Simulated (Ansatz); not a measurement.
# Nb (Fm-3m) in Ansatz: further runs

Runs on Nb. Level: PBE. Tasks: single point.

Program: Ansatz 0.2.0. These are calculated values, not measurements. Logs are shortened: lines on timing, memory, paths and dates and some standing lists are left out, and cuts for length are marked.

## (1) The crystal as given

Symmetry: Fm-3m, No. 225, cubic system. Conventional cell: a = 4.230 Å, b = 4.230 Å, c = 4.230 Å, α = 90.00°, β = 90.00°, γ = 90.00°. Nb (site symmetry m-3m) has 12 Nb at 2.99 Å as nearest neighbours.

This isn't the form of Nb at room conditions, which is bcc.

## (2) Single point, PBE

The input, input.yaml:

```yaml
crystal:
  lattice:
    - [0.0, 2.115, 2.115]
    - [2.115, 0.0, 2.115]
    - [2.115, 2.115, 0.0]
  atoms:
    - { symbol: Nb, position: [0.0, 0.0, 0.0] }
hamiltonian:
  xc: pbe
  pseudopotentials: { kind: paw }
kpoints:
  mp_grid: { grid: [11, 11, 11] }
scf:
  occupations: { method: gaussian, width: 0.017 }
output:
  forces: true
  stress: true
  eigenvalues: true
  write_density: true
  write_potential: true
  elf: true
  volumetric_format: npy
```

Potentials or basis: Ansatz PAW.

Command:

```bash
> ansatz run input.yaml --threads 2 --pin off --max-ram 5632MiB --backend cpu --events-out ev --progress --plain --runs-dir out
```

Output:

```text
Warning: RAYON_NUM_THREADS=2 ignored (pool sized by the plan → 2); use --threads N
Engine: ansatz 0.2.0, aarch64-unknown-linux-gnu
Pseudopotentials: kind: paw
Pseudopotential: Nb, paw, valence charge 13, recommended cutoff 420 eV (normal), Nb.paw.azcp
Functional definition: PBE
  parameter kappa = 0.804
  parameter beta = 0.06672455060314922
  exchange = pbe_x(kappa = kappa, mu = beta*pi^2/3)
  correlation = pbe_c(beta = beta)
Crystal: 1 atoms, lattice volume = 18.922 Å³
Basis set: ecut = 420 eV, 339 PW (Γ), exchange–correlation on 40×40×40 points (8 copies of the dense FFT grid, shifted against one another)
Bands: 11, of which v1, the nominal top of the filled ones, is band 7 counted from 1 (6 counted from 0)
Symmetry: 48 space group operations
Space group: Fm-3m (ITA 225), of the structure as read, at distance tolerance 2.7e-5 Å
k-points: 56 of 1331
Non-local potential: Nb, projectors of the file, l = 0: 3, l = 1: 2, l = 2: 2, l = 3: 1
PAW form: soft (Blöchl's): semilocal exchange-correlation on the pseudo side does not see the compensation charge
PAW one-centre angular grid: Nb, 590 points (default); XC on 64 Gauss nodes
Initial density: superposition of atomic densities (neutral atoms: chi_scale 0, normalization atom), corrected by the library's trained network
Initial wavefunctions: pseudopotential atomic-orbital guess
Functional: x = pbe(κ = 0.804, μ = 0.2195149727645171), c = pbe(β = 0.06672455060314922)
SCF iter   1: F=—  HF=-4551.960088 eV  |F-HF|=—  |Δ(HF+E_count)|=         —  Δρ=2.54e-3  dr2=3.54e-4  ethr=1.77e-3  ⟨swp⟩=5.8  Hψ=3683  notcnv=0
preconditioner: auto → none  [insulator: Δε(μ)=0.019 eV  Ē_g=7.052 eV  σ=0.017 eV  W_gap=0.51  n_scr=0 (ndim 8)  ℏωp=19.1 eV  f_vac=0.000  D(μ)=1.72/eV (n_scr^D=14)  ε∞_Penn≈8.3]
SCF iter   2: F=—  HF=-4551.960325 eV  |F-HF|=—  |Δ(HF+E_count)|=   2.37e-4  Δρ=1.30e-3  dr2=8.93e-5  ethr=2.72e-6  ⟨swp⟩=2.8  Hψ=1492  notcnv=0  defer=5
SCF iter   3: F=—  HF=-4551.960421 eV  |F-HF|=—  |Δ(HF+E_count)|=   9.62e-5  Δρ=1.31e-4  dr2=1.75e-6  ethr=6.87e-7  ⟨swp⟩=2.1  Hψ=686  notcnv=0  defer=5
SCF iter   4: F=—  HF=-4551.960421 eV  |F-HF|=—  |Δ(HF+E_count)|=   2.03e-7  Δρ=4.65e-5  dr2=1.36e-7  ethr=1.34e-8  ⟨swp⟩=2.3  Hψ=766  notcnv=0  defer=5
iter 5 did not close the SCF: its close was put off for the readings that it lacked (scf_convergence_deferred on its scf_iter line)
SCF iter   5: F=-4551.960421 eV  HF=-4551.960421 eV  |F-HF|=2.28e-8  |Δ(HF+E_count)|=   3.44e-8  Δρ=1.43e-5  dr2=2.88e-8  ethr=1.05e-9  ⟨swp⟩=2.0  Hψ=938  notcnv=0  defer=5
SCF iter   6: F=-4551.960421 eV  HF=-4551.960421 eV  |F-HF|=1.09e-11  |Δ(HF+E_count)|=   1.19e-8  Δρ=1.13e-6  dr2=7.99e-11  ethr=2.22e-10  ⟨swp⟩=6.1  Hψ=3312  notcnv=0
SCF 1 converged in 6 iterations: F = -4551.960421 eV  dr2 = 7.99e-11
SCF converged after 6 iterations
Free energy (F): -4551.960421 eV
Harris-Foulkes:  -4551.960421 eV  (|F-HF|=1.09e-11)
Internal energy: -4551.960165 eV  (E = F + TS)
E sigma→0 (E₀):  -4551.960293 eV
Entropy (-TS):   -0.000256 eV (-0.256 meV/atom)
Fermi energy:    17.138054 eV
--- Per-component energies (eV) ---
  E_band       = -80.275977
  E_kinetic    = 393.650171
  E_local      = -722.268676  (includes V_loc(G=0)·N_el)
  E_nonlocal   = 119.620596
  E_hartree    = 224.299784
  E_xc         = -175.141252
  E_vxc        = -212.398069  (∫ρ·V_xc dr)
  E_paw        = -3073.273793  (= ΣΔE_a)
  E_vpaw       = -107.479483  (= ΣTr[D̂ρ^β])
  E_aug_tail   = 0.000008  (compensation charges beyond the density's cutoff)
  E_ewald      = -1318.847003
  E_smearing   = -0.000256  (= −TS)
  E_closure    = -0.000000  (closes the sum)
  Σ components = -4551.960421   (vs F -4551.960421, Δ=0.00e0)
--- Forces (eV/Å), atoms counted from 1 ---
  atom   1  Nb    -0.00000000    -0.00000000     0.00000000
  max |Σ_I F_I| component: 1.95e-32 eV/Å
--- Stress (GPa, compression-positive) ---
       -1.938259      -0.000000       0.000000
       -0.000000      -1.938259       0.000000
        0.000000      -0.000000      -1.938259
  P = ⅓ Tr σ = -1.9383 GPa (-19.383 kbar)
--- Band table (eV; the first three rows and the last of 56) ---
  k-point 0: bands = ["-37.6217", "-13.0406", "-13.0406", "-13.0406", "10.9659", "17.2487", "17.2487", "17.2487", "19.8154", "19.8154", "28.8852"]
  k-point 1: bands = ["-37.6070", "-13.1384", "-13.0527", "-13.0527", "11.2666", "17.0226", "17.3833", "17.3833", "19.7008", "19.7008", "29.4762"]
  k-point 2: bands = ["-37.5674", "-13.3955", "-13.0852", "-13.0852", "12.0603", "16.5865", "17.6219", "17.6219", "19.6059", "19.6059", "30.2726"]
  k-point 55: bands = ["-37.3737", "-13.8334", "-13.7712", "-13.4454", "14.5484", "15.6401", "16.4200", "19.1049", "22.0799", "26.4729", "27.0572"]
```

v_z.tsv:

```text
# z_ang	v_es[eV]	v_tot[eV]
# format = ansatz-planar-average/11
# xc	pbe
# density_cutoff_ev	1680
# datasets	Nb=:simpson_from_first_knot:soft
# lattice	0.000000000	2.115000000	2.115000000
# lattice	2.115000000	0.000000000	2.115000000
# lattice	2.115000000	2.115000000	0.000000000
# sites	1
# site	41	0.000000000	0.000000000	0.000000000
0.000000	-4.743359e0	-1.942096e1
0.149553	-4.139073e0	-1.870539e1
0.299106	-2.396603e0	-1.662591e1
0.448659	2.849439e-1	-1.338623e1
0.598212	3.600266e0	-9.335928e0
0.747765	7.156742e0	-4.951903e0
[... 12 lines left out ...]
2.691956	-2.396603e0	-1.662591e1
2.841509	-4.139073e0	-1.870539e1
```

Run time: 0.73 s. Hardware: 2 threads of Arm Neoverse V1, shared host; peak memory 0.26 GiB.

What came out:

* Free energy: -4551.9604 eV
* Pressure: -1.9 GPa
* Band gap on the k mesh: none (metal or under the smearing width)

Levels at points of the mesh, in eV from the Fermi level:
```tsv
k point	band 3	band 4	band 5	band 6	band 7	band 8	band 9	band 10
(0.00, 0.00, 0.00)	-30.18	-30.18	-6.17	0.11	0.11	0.11	2.68	2.68
```

## (3) Single point, PBE

input.yaml, as its differences from that of step 2:

```diff
@@ -13,3 +13,3 @@
 scf:
-  occupations: { method: gaussian, width: 0.017 }
+  occupations: { method: gaussian, width: 0.018 }
 output:
@@ -18,5 +18 @@
   eigenvalues: true
-  write_density: true
-  write_potential: true
-  elf: true
-  volumetric_format: npy
```

Potentials or basis: Ansatz PAW.

Command:

```bash
> ansatz run input.yaml --threads 2 --pin off --max-ram 5632MiB --backend cpu --events-out ev --progress --plain --runs-dir out
```

It took 0.57 s on 2 threads of Arm Neoverse V1, shared host; peak memory 0.26 GiB.

Results (log left out):

```
Free energy            : -4551.9604 eV
Pressure               : -1.9 GPa
Band gap on the k mesh : none (metal or under the smearing width)
```

Levels at points of the mesh, in eV from the Fermi level:
| k point | band 2 | band 3 | band 4 | band 5 | band 6 | band 7 | band 8 | band 9 | band 10 | band 11 |
| --- | --- | --- | --- | --- | --- | --- | --- | --- | --- | --- |
| (0.00, 0.00, 0.00) | -30.18 | -30.18 | -30.18 | -6.17 | 0.11 | 0.11 | 0.11 | 2.68 | 2.68 | 11.75 |

## (4) Single point, PBE

input.yaml, as its differences from that of step 3:

```diff
@@ -13,3 +13,3 @@
 scf:
-  occupations: { method: gaussian, width: 0.018 }
+  occupations: { method: gaussian, width: 0.019 }
 output:
```

Command:

```bash
> ansatz run input.yaml --threads 2 --pin off --max-ram 5632MiB --backend cpu --events-out ev --progress --plain --runs-dir out
```

Run time: 0.57 s. Hardware: 2 threads of Arm Neoverse V1, shared host; peak memory 0.26 GiB.

Results (log left out):

| Property | Result |
| --- | --- |
| Free energy | -4551.9605 eV |
| Pressure | -1.9 GPa |
| Band gap on the k mesh | none (metal or under the smearing width) |

Levels at points of the mesh, in eV from the Fermi level:
```csv
k point,band 3,band 4,band 5,band 6,band 7,band 8,band 9,band 10
"(0.00, 0.00, 0.00)",-30.18,-30.18,-6.17,0.11,0.11,0.11,2.68,2.68
```

## (5) Single point, PBE

input.yaml, as its differences from that of step 4:

```diff
@@ -13,3 +13,3 @@
 scf:
-  occupations: { method: gaussian, width: 0.019 }
+  occupations: { method: gaussian, width: 0.02 }
 output:
```

Potentials or basis: Ansatz PAW.

Command:

```bash
> ansatz run input.yaml --threads 2 --pin off --max-ram 5632MiB --backend cpu --events-out ev --progress --plain --runs-dir out
```

Output:

```text
Warning: RAYON_NUM_THREADS=2 ignored (pool sized by the plan → 2); use --threads N
[... 8 set-up lines as earlier in the session ...]
Crystal: 1 atoms, lattice volume = 18.922 Å³
Basis set: ecut = 420 eV, 339 PW (Γ), exchange–correlation on 40×40×40 points (8 copies of the dense FFT grid, shifted against one another)
Bands: 11, of which v1, the nominal top of the filled ones, is band 7 counted from 1 (6 counted from 0)
[... 2 set-up lines as earlier in the session ...]
k-points: 56 of 1331
[... 6 set-up lines as earlier in the session ...]
SCF iter   1: F=—  HF=-4551.960134 eV  |F-HF|=—  |Δ(HF+E_count)|=         —  Δρ=2.55e-3  dr2=3.55e-4  ethr=1.77e-3  ⟨swp⟩=5.8  Hψ=3660  notcnv=0
preconditioner: auto → none  [metal: Δε(μ)=0.019 eV  Ē_g=7.052 eV  σ=0.020 eV  W_gap=0.45  n_scr=0 (ndim 8)  ℏωp=19.1 eV  f_vac=0.000  D(μ)=1.61/eV (n_scr^D=14)]
SCF iter   2: F=—  HF=-4551.960372 eV  |F-HF|=—  |Δ(HF+E_count)|=   2.38e-4  Δρ=1.30e-3  dr2=9.00e-5  ethr=2.73e-6  ⟨swp⟩=2.8  Hψ=1482  notcnv=0  defer=6
SCF iter   3: F=—  HF=-4551.960469 eV  |F-HF|=—  |Δ(HF+E_count)|=   9.63e-5  Δρ=1.30e-4  dr2=1.73e-6  ethr=6.92e-7  ⟨swp⟩=2.1  Hψ=686  notcnv=0  defer=6
SCF iter   4: F=—  HF=-4551.960468 eV  |F-HF|=—  |Δ(HF+E_count)|=   2.29e-7  Δρ=4.69e-5  dr2=1.38e-7  ethr=1.33e-8  ⟨swp⟩=2.2  Hψ=753  notcnv=0  defer=6
iter 5 did not close the SCF: its close was put off for the readings that it lacked (scf_convergence_deferred on its scf_iter line)
SCF iter   5: F=-4551.960468 eV  HF=-4551.960468 eV  |F-HF|=2.42e-8  |Δ(HF+E_count)|=   3.45e-8  Δρ=1.48e-5  dr2=3.06e-8  ethr=1.06e-9  ⟨swp⟩=2.0  Hψ=938  notcnv=0  defer=6
SCF iter   6: F=-4551.960468 eV  HF=-4551.960468 eV  |F-HF|=1.64e-11  |Δ(HF+E_count)|=   1.26e-8  Δρ=1.20e-6  dr2=9.15e-11  ethr=2.35e-10  ⟨swp⟩=3.2  Hψ=2407  notcnv=0
SCF 1 converged in 6 iterations: F = -4551.960468 eV  dr2 = 9.15e-11
SCF converged after 6 iterations
Free energy (F): -4551.960468 eV
Harris-Foulkes:  -4551.960468 eV  (|F-HF|=1.64e-11)
Internal energy: -4551.960139 eV  (E = F + TS)
E sigma→0 (E₀):  -4551.960304 eV
Entropy (-TS):   -0.000329 eV (-0.329 meV/atom)
Fermi energy:    17.138534 eV
--- Per-component energies (eV) ---
  E_band       = -80.277705
  E_kinetic    = 393.649698
  E_local      = -722.265926  (includes V_loc(G=0)·N_el)
  E_nonlocal   = 119.619925
  E_hartree    = 224.298113
  E_xc         = -175.141385
  E_vxc        = -212.398218  (∫ρ·V_xc dr)
  E_paw        = -3073.273569  (= ΣΔE_a)
  E_vpaw       = -107.479314  (= ΣTr[D̂ρ^β])
  E_aug_tail   = 0.000008  (compensation charges beyond the density's cutoff)
  E_ewald      = -1318.847003
  E_smearing   = -0.000329  (= −TS)
  E_closure    = 0.000000  (closes the sum)
  Σ components = -4551.960468   (vs F -4551.960468, Δ=0.00e0)
--- Forces (eV/Å), atoms counted from 1 ---
  atom   1  Nb     0.00000000    -0.00000000     0.00000000
  max |Σ_I F_I| component: 7.19e-33 eV/Å
--- Stress (GPa, compression-positive) ---
       -1.934816      -0.000000       0.000000
       -0.000000      -1.934816      -0.000000
       -0.000000       0.000000      -1.934816
  P = ⅓ Tr σ = -1.9348 GPa (-19.348 kbar)
--- Band table (eV; the first three rows and the last of 56) ---
  k-point 0: bands = ["-37.6219", "-13.0407", "-13.0407", "-13.0407", "10.9659", "17.2486", "17.2486", "17.2486", "19.8153", "19.8153", "28.8851"]
  k-point 1: bands = ["-37.6072", "-13.1386", "-13.0529", "-13.0529", "11.2666", "17.0225", "17.3832", "17.3832", "19.7007", "19.7007", "29.4762"]
  k-point 2: bands = ["-37.5676", "-13.3957", "-13.0854", "-13.0854", "12.0602", "16.5864", "17.6218", "17.6218", "19.6057", "19.6057", "30.2726"]
  k-point 55: bands = ["-37.3739", "-13.8336", "-13.7714", "-13.4455", "14.5484", "15.6400", "16.4199", "19.1048", "22.0798", "26.4728", "27.0571"]
```

It took 0.58 s on 2 threads of Arm Neoverse V1, shared host; peak memory 0.26 GiB.

Results:

| Item | Value |
| --- | --- |
| Free energy | -4551.9605 eV |
| Pressure | -1.9 GPa |
| Band gap on the k mesh | none (metal or under the smearing width) |

## (6) Single point, PBE

input.yaml, as its differences from that of step 5:

```diff
@@ -13,3 +13,3 @@
 scf:
-  occupations: { method: gaussian, width: 0.02 }
+  occupations: { method: gaussian, width: 0.021 }
 output:
@@ -18 +18,5 @@
   eigenvalues: true
+  write_density: true
+  write_potential: true
+  elf: true
+  volumetric_format: npy
```

Potentials or basis: Ansatz PAW.

Command:

```bash
> ansatz run input.yaml --threads 2 --pin off --max-ram 5632MiB --backend cpu --events-out ev --progress --plain --runs-dir out
```

Wall time 0.75 s (2 threads of Arm Neoverse V1, shared host); peak memory 0.26 GiB.

Results (log left out):

```yaml
Free_energy: -4551.9605 eV
Pressure: -1.9 GPa
Band_gap_on_the_k_mesh: none (metal or under the smearing width)
```

Levels at points of the mesh, in eV from the Fermi level:
| k point | band 3 | band 4 | band 5 | band 6 | band 7 | band 8 | band 9 | band 10 |
| --- | --- | --- | --- | --- | --- | --- | --- | --- |
| (0.00, 0.00, 0.00) | -30.18 | -30.18 | -6.17 | 0.11 | 0.11 | 0.11 | 2.68 | 2.68 |

## (7) The runs side by side

```csv
smearing,gap on the mesh (eV),pressure (GPa)
gaussian 0.017 eV,none,-1.9
gaussian 0.018 eV,none,-1.9
gaussian 0.019 eV,none,-1.9
gaussian 0.02 eV,none,-1.9
gaussian 0.021 eV,none,-1.9
```

Alike in all rows: task single point; level PBE; potentials or basis Ansatz PAW; no spin polarisation; cell as given; k mesh 11 × 11 × 11; cutoff (eV) 420.

Every run on the cell as given and a fine mesh finds a metal.

Absolute energies hang on the potentials; compare differences alone.
